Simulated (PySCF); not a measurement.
# SnTe (Fm-3m) in PySCF: notebook

One crystal, SnTe, is run at these levels: LDA, PBEsol; tasks: band structure.

Everything below comes from runs of PySCF 2.14.0. Logs are shortened: lines on timing, memory, paths and dates and some standing lists are left out, and cuts for length are marked.

**The experiment to reproduce.**

From a printed reference work, textbook, for a bulk crystal of SnTe at 300 K: band gap 0.18 eV (direct).

The results are compared with them further down.

**1. The crystal as given**

It takes space group Fm-3m (No. 225, cubic). The conventional cell has a = 6.302 Å, b = 6.302 Å, c = 6.302 Å, α = 90.00°, β = 90.00°, γ = 90.00°. Around Te (site symmetry m-3m) lie 6 Sn at 3.15 Å. Sn (site symmetry m-3m) has 6 Te at 3.15 Å as nearest neighbours.

**2. Band structure, LDA**

The input, run.py:

```python
import json
import numpy as np
from pyscf.pbc import gto, scf, dft, df

cell = gto.Cell()
cell.basis = {'Sn': 'DZVP-MOLOPT-SR-GTH-q4', 'Te': 'DZVP-MOLOPT-SR-GTH-q6'}
cell.pseudo = {'Sn': 'GTH-PBE-q4', 'Te': 'GTH-PBE-q6'}
cell.fromfile('SnTe.xyz')
cell.ke_cutoff = 50  # hartree
cell.exp_to_discard = 0.02
cell.precision = 1e-08
cell.space_group_symmetry = True
cell.symmorphic = False
cell.max_memory = 5880  # MB
cell.verbose = 4
cell.build()

res = {}
kpts = cell.make_kpts([5, 5, 5], space_group_symmetry=True, time_reversal_symmetry=True)
cell.space_group_symmetry = False  # the mesh holds the operations; no search on the supercells of the integral code
mf = dft.KRKS(cell, kpts, xc='LDA_X,LDA_C_PW')
mf = mf.multigrid_numint()
mf = mf.smearing(sigma=0.00183747, method='fermi')  # hartree
mf.conv_tol = 1e-07
mf.max_cycle = 60

mf.kernel()
res.update(converged=bool(mf.converged), e_tot=mf.e_tot, nelec=cell.nelectron, nao=cell.nao, mesh=list(map(int, cell.mesh)), a=cell.lattice_vectors().tolist(), coords=cell.atom_coords().tolist(),
           mo_energy=[np.real(x).tolist() for x in mf.mo_energy], mo_occ=[np.real(x).tolist() for x in mf.mo_occ])
res.update(e_free=mf.e_free, e_zero=mf.e_zero)
res.update(kpts=kpts.kpts_scaled_ibz.tolist(), weights=kpts.weights_ibz.tolist())
res['parts'] = {k: float(np.real(v)) for k, v in mf.scf_summary.items() if np.isscalar(v)}
json.dump(res, open('results.json', 'w'))
if not mf.converged:
    raise SystemExit('SCF not converged')

print('levels (eV)')
for i, kp in enumerate(res['kpts'][:40]):
    print('k %7.4f %7.4f %7.4f  ' % tuple(kp), ' '.join('%.3f' % (x * 27.211386) for x in res['mo_energy'][i][:10]))

mf = mf.to_khf()  # unfold to the whole mesh
kpts = mf.kpts
# Mulliken populations
dm, s = np.asarray(mf.make_rdm1()), np.asarray(mf.get_ovlp())
sites = cell.aoslice_by_atom()[:, 2:]
tot = np.einsum('kij,kji->i', dm, s).real / len(kpts)
res['mulliken'] = [cell.atom_charge(i) - tot[a0:a1].sum() for i, (a0, a1) in enumerate(sites)]
print('Mulliken charges', np.round(res['mulliken'], 5))

scaled = np.array([[0.0, 0.0, 0.0], [0.1, 0.0, 0.1], [0.2, 0.0, 0.2], [0.3, 0.0, 0.3], [0.4, 0.0, 0.4], [0.5, 0.0, 0.5], [0.5, 0.125, 0.625], [0.5, 0.25, 0.75], [0.375, 0.375, 0.75], [0.3125, 0.3125, 0.625], [0.25, 0.25, 0.5], [0.1875, 0.1875, 0.375], [0.125, 0.125, 0.25], [0.0625, 0.0625, 0.125], [0.0, 0.0, 0.0], [0.1, 0.1, 0.1], [0.2, 0.2, 0.2], [0.3, 0.3, 0.3], [0.4, 0.4, 0.4], [0.5, 0.5, 0.5], [0.53125, 0.4375, 0.53125], [0.5625, 0.375, 0.5625], [0.59375, 0.3125, 0.59375], [0.625, 0.25, 0.625], [0.5625, 0.25, 0.6875], [0.5, 0.25, 0.75], [0.5, 0.3, 0.7], [0.5, 0.35, 0.65], [0.5, 0.4, 0.6], [0.5, 0.45, 0.55], [0.5, 0.5, 0.5], [0.475, 0.475, 0.55], [0.45, 0.45, 0.6], [0.425, 0.425, 0.65], [0.4, 0.4, 0.7], [0.375, 0.375, 0.75], [0.625, 0.25, 0.625], [0.583333, 0.166667, 0.583333], [0.541667, 0.083333, 0.541667], [0.5, 0.0, 0.5]])  # GXWKGLUWLK,UX
e_kn = mf.get_bands(cell.get_abs_kpts(scaled))[0]
res.update(band_k=np.asarray(scaled).tolist(), bands=np.asarray(e_kn).real.tolist())
for kp, e in zip(scaled, np.asarray(e_kn).real):
    print('k %7.4f %7.4f %7.4f  ' % tuple(kp), ' '.join('%8.3f' % (x * 27.211386) for x in e[:11]))
res['done'] = True
json.dump(res, open('results.json', 'w'))
```

The input, SnTe.xyz:

```xyz
2
Lattice="0.0000000000 3.1508500000 3.1508500000 3.1508500000 0.0000000000 3.1508500000 3.1508500000 3.1508500000 0.0000000000" Properties=species:S:1:pos:R:3 pbc="T T T"
Te     3.1508500000      3.1508500000      3.1508500000
Sn     0.0000000000      0.0000000000      0.0000000000
```

Potentials or basis: DZVP-MOLOPT-SR/GTH-PBE (potentials made for PBE).

The run is started by

```bash
OMP_NUM_THREADS=4 python -u run.py > log
```

The program printed:

```text
Discarded 0 diffused primitive functions, 0 contracted functions
time reversal: False
k-points in IBZ                         weights
  0:  0.000000,  0.000000,  0.000000    1/125
  1:  0.600000,  0.600000, -0.000000    6/125
  2:  0.600000,  0.600000,  0.600000    8/125
  3:  0.800000,  0.400000,  0.400000    12/125
  4:  0.800000,  0.600000,  0.400000    24/125
  5:  0.800000,  0.800000,  0.000000    6/125
  6:  0.800000,  0.800000,  0.200000    24/125
  7:  0.800000,  0.800000,  0.400000    24/125
  8:  0.800000,  0.800000,  0.600000    12/125
  9:  0.800000,  0.800000,  0.800000    8/125

******** <class 'pyscf.pbc.scf.smearing.SmearingKsymAdaptedKRKS'> ********
method = SmearingKsymAdaptedKRKS
initial guess = minao
damping factor = 0
level_shift factor = 0
DIIS = <class 'pyscf.scf.diis.CDIIS'>
diis_start_cycle = 1
diis_space = 8
diis_damp = 0
SCF conv_tol = 1e-07
SCF conv_tol_grad = None
SCF max_cycles = 60
direct_scf = True
direct_scf_tol = 1e-13

******** PBC SCF flags ********
N kpts (BZ) = 125
N kpts (IBZ) = 10
Exchange divergence treatment (exxdiv) = ewald
    madelung (= occupied orbital energy shift) = 0.07700158766150324
    Total energy shift due to Ewald probe charge = -1/2 * Nelec*madelung = -0.385007938308
DF object = <pyscf.pbc.df.fft.FFTDF object>
XC functionals = LDA_X,LDA_C_PW
small_rho_cutoff = 0
Uniform grid, mesh = [29 29 29]
Set gradient conv threshold to 0.000316228
nelec by numeric integration = 9.999999999999998
init E= -11.5467644529084
    sigma = 0.00183747  Optimized mu = 0.249663141775  entropy = 0.000604858542972
nelec by numeric integration = 10.000000000000009
    Total E(T) = -11.6501471042747  Free energy = -11.6501482156841  E0 = -11.6501476599794
cycle= 1 E= -11.6501471042747  delta_E= -0.103  |g|= 0.149  |ddm|= 7.76
    sigma = 0.00183747  Optimized mu = 0.238251019436  entropy = 0.00168654500627
nelec by numeric integration = 10.000000000000012
    Total E(T) = -11.6508392736236  Free energy = -11.6508423725995  E0 = -11.6508408231115
cycle= 2 E= -11.6508392736236  delta_E= -0.000692  |g|= 0.105  |ddm|= 0.872
    sigma = 0.00183747  Optimized mu = 0.238936666264  entropy = 0.000726083826121
nelec by numeric integration = 10.000000000000009
    Total E(T) = -11.6514751305319  Free energy = -11.6514764646891  E0 = -11.6514757976105
cycle= 3 E= -11.6514751305319  delta_E= -0.000636  |g|= 0.0341  |ddm|= 0.469
    sigma = 0.00183747  Optimized mu = 0.239491935833  entropy = 0.000894028074356
nelec by numeric integration = 10.00000000000001
    Total E(T) = -11.6515663914699  Free energy = -11.6515680342197  E0 = -11.6515672128448
cycle= 4 E= -11.6515663914699  delta_E= -9.13e-05  |g|= 0.000162  |ddm|= 0.133
    sigma = 0.00183747  Optimized mu = 0.239487434999  entropy = 0.000894837782988
nelec by numeric integration = 10.000000000000012
    Total E(T) = -11.651566391845  Free energy = -11.6515680360826  E0 = -11.6515672139638
cycle= 5 E= -11.651566391845  delta_E= -3.75e-10  |g|= 1.53e-06  |ddm|= 0.000541
    sigma = 0.00183747  Optimized mu = 0.239487418171  entropy = 0.000894855369396
nelec by numeric integration = 10.000000000000009
    Total E(T) = -11.6515663918125  Free energy = -11.6515680360824  E0 = -11.6515672139475
Extra cycle  E= -11.6515663918125  delta_E= 3.25e-11  |g|= 1.87e-06  |ddm|= 1.15e-05
converged SCF energy = -11.6515663918125
levels (eV)
k  0.0000  0.0000  0.0000   -6.373 1.785 4.295 4.295 4.295 9.974 9.974 9.974 11.426 11.426
k  0.6000  0.6000 -0.0000   -5.016 -0.268 1.608 2.742 2.742 8.799 11.360 11.360 11.786 15.374
k  0.6000  0.6000  0.6000   -5.285 -1.598 4.496 4.496 6.044 6.979 6.979 7.050 14.514 15.474
k  0.8000  0.4000  0.4000   -4.765 -0.777 0.961 2.932 3.343 9.723 10.043 10.785 12.510 16.828
k  0.8000  0.6000  0.4000   -4.850 -1.084 1.890 1.968 5.166 7.592 10.869 11.009 12.235 14.575
k  0.8000  0.8000  0.0000   -5.947 0.401 3.586 3.586 5.277 7.587 10.148 10.283 10.283 13.940
k  0.8000  0.8000  0.2000   -5.325 -0.883 3.160 3.389 4.105 8.790 9.231 9.665 10.847 16.458
k  0.8000  0.8000  0.4000   -4.955 -1.606 2.394 3.908 4.785 7.783 8.080 10.272 13.774 14.990
k  0.8000  0.8000  0.6000   -5.566 -0.692 2.788 4.725 6.085 6.992 7.090 10.466 12.705 13.004
k  0.8000  0.8000  0.8000   -6.052 0.290 4.330 4.330 5.199 8.463 8.463 8.642 12.231 12.484
Mulliken charges [-0.19353  0.19353]
nelec by numeric integration = 10.000000000000009
k  0.0000  0.0000  0.0000     -6.373    1.785    4.295    4.295    4.295    9.974    9.974    9.974   11.426   11.426   11.426
k  0.1000  0.0000  0.1000     -6.264    1.221    4.077    4.077    5.108    8.384   10.005   10.005   11.024   12.145   12.145
k  0.2000  0.0000  0.2000     -5.947    0.401    3.586    3.586    5.277    7.587   10.148   10.283   10.283   13.940   13.940
k  0.3000  0.0000  0.3000     -5.480   -0.149    3.087    3.087    3.318    9.324    9.563   10.801   10.801   14.808   16.439
k  0.4000  0.0000  0.4000     -5.016   -0.268    1.608    2.742    2.742    8.799   11.360   11.360   11.786   15.374   18.837
k  0.5000  0.0000  0.5000     -4.810   -0.031    0.701    2.620    2.620    8.622   11.623   11.623   13.010   15.608   18.729
[... 32 lines left out ...]
k  0.5417  0.0833  0.5417     -4.798   -0.208    0.747    2.675    2.781    8.849   11.236   11.414   12.915   16.122   18.283
k  0.5000  0.0000  0.5000     -4.810   -0.031    0.701    2.620    2.620    8.622   11.623   11.623   13.010   15.608   18.729
```

Wall time 24 s (4 threads of Arm Neoverse V2, shared host); peak memory 1.3 GiB.

What came out:

```yaml
Free_energy: -317.0553 eV
Band_gap_along_the_path: 0.14 eV, direct
Mulliken_charges: Te -0.19; Sn +0.19 e
```

Levels at the corners of the path, in eV from the Fermi level:
```csv
point,band 1,band 2,band 3,band 4,band 5,band 6,band 7,band 8,band 9,band 10
Γ,-12.89,-4.73,-2.22,-2.22,-2.22,3.46,3.46,3.46,4.91,4.91
X,-11.33,-6.55,-5.82,-3.90,-3.90,2.11,5.11,5.11,6.49,9.09
W,-11.23,-7.47,-5.05,-5.05,-0.93,0.76,5.05,5.05,6.56,6.56
K,-11.28,-7.53,-5.41,-3.41,-2.88,2.98,3.22,4.52,5.75,9.65
Γ,-12.89,-4.73,-2.22,-2.22,-2.22,3.46,3.46,3.46,4.91,4.91
L,-11.60,-8.47,-1.97,-1.97,-0.10,0.04,0.23,0.23,8.80,11.01
U,-11.28,-7.53,-5.41,-3.41,-2.88,2.98,3.22,4.52,5.75,9.65
W,-11.23,-7.47,-5.05,-5.05,-0.93,0.76,5.05,5.05,6.56,6.56
L,-11.60,-8.47,-1.97,-1.97,-0.10,0.04,0.23,0.23,8.80,11.01
K,-11.28,-7.53,-5.41,-3.41,-2.88,2.98,3.22,4.52,5.75,9.65
U,-11.28,-7.53,-5.41,-3.41,-2.88,2.98,3.22,4.52,5.75,9.65
X,-11.33,-6.55,-5.82,-3.90,-3.90,2.11,5.11,5.11,6.49,9.09
```

Caveat: Mulliken charges move with the basis; this odd mesh misses L, where the gap lies, so gap, dielectric constants and Born charges aren't listed; spin-orbit coupling is left out, which moves the levels of the heavy elements; the basis of atomic orbitals isn't converged, which shifts pressures, moduli and gaps.

**3. Band structure, PBEsol**

Edit run.py of step 2 so:

```diff
@@ -20,3 +20,3 @@
 cell.space_group_symmetry = False  # the mesh holds the operations; no search on the supercells of the integral code
-mf = dft.KRKS(cell, kpts, xc='LDA_X,LDA_C_PW')
+mf = dft.KRKS(cell, kpts, xc='pbesol')
 mf = mf.multigrid_numint()
```

SnTe.xyz is that of step 2.

Potentials or basis: DZVP-MOLOPT-SR/GTH-PBE (potentials made for PBE).

The run is started by

```bash
OMP_NUM_THREADS=4 python -u run.py > log
```

It took 24 s on 4 threads of Arm Neoverse V2, shared host; peak memory 1.3 GiB.

Results (log left out):

```
Free energy             : -317.0216 eV
Band gap along the path : 0.14 eV, direct
Mulliken charges        : Te -0.18; Sn +0.18 e
```

Levels at the corners of the path, in eV from the Fermi level:
| point | band 2 | band 3 | band 4 | band 5 | band 6 | band 7 | band 8 | band 9 |
| --- | --- | --- | --- | --- | --- | --- | --- | --- |
| Γ | -4.74 | -2.22 | -2.22 | -2.22 | 3.45 | 3.45 | 3.45 | 4.92 |
| X | -6.55 | -5.81 | -3.89 | -3.89 | 2.12 | 5.10 | 5.10 | 6.48 |
| W | -7.48 | -5.04 | -5.04 | -0.93 | 0.75 | 5.05 | 5.05 | 6.56 |
| K | -7.53 | -5.41 | -3.41 | -2.88 | 2.97 | 3.21 | 4.53 | 5.74 |
| Γ | -4.74 | -2.22 | -2.22 | -2.22 | 3.45 | 3.45 | 3.45 | 4.92 |
| L | -8.47 | -1.97 | -1.97 | -0.10 | 0.04 | 0.23 | 0.23 | 8.80 |
| U | -7.53 | -5.41 | -3.41 | -2.88 | 2.97 | 3.21 | 4.53 | 5.74 |
| W | -7.48 | -5.04 | -5.04 | -0.93 | 0.75 | 5.05 | 5.05 | 6.56 |
| L | -8.47 | -1.97 | -1.97 | -0.10 | 0.04 | 0.23 | 0.23 | 8.80 |
| K | -7.53 | -5.41 | -3.41 | -2.88 | 2.97 | 3.21 | 4.53 | 5.74 |
| U | -7.53 | -5.41 | -3.41 | -2.88 | 2.97 | 3.21 | 4.53 | 5.74 |
| X | -6.55 | -5.81 | -3.89 | -3.89 | 2.12 | 5.10 | 5.10 | 6.48 |

Caveat: Mulliken charges move with the basis; this odd mesh misses L, where the gap lies, so gap, dielectric constants and Born charges aren't listed; spin-orbit coupling is left out, which moves the levels of the heavy elements; the basis of atomic orbitals isn't converged, which shifts pressures, moduli and gaps.

**4. How close it comes**

Step 2. Measured gap of SnTe: 0.18 eV (direct; 300 K; a printed reference work, textbook). This calculation gives 0.14 eV (-0.04 eV). Spin-orbit coupling on Sn, Te is left out. The value is that of LDA in an atomic basis (DZVP-MOLOPT-SR/GTH-PBE (potentials made for PBE)), whose error adds to the functional's,, without temperature or zero-point motion. Semilocal functionals fall short of measured gaps as a rule.

Step 3. Against the measured gap of SnTe, 0.18 eV (direct; 300 K; a printed reference work, textbook), the calculated 0.14 eV is off by -0.04 eV. Spin-orbit coupling on Sn, Te is left out. The value is that of PBEsol in an atomic basis (DZVP-MOLOPT-SR/GTH-PBE (potentials made for PBE)), whose error adds to the functional's,, without temperature or zero-point motion. Semilocal functionals fall short of measured gaps as a rule.
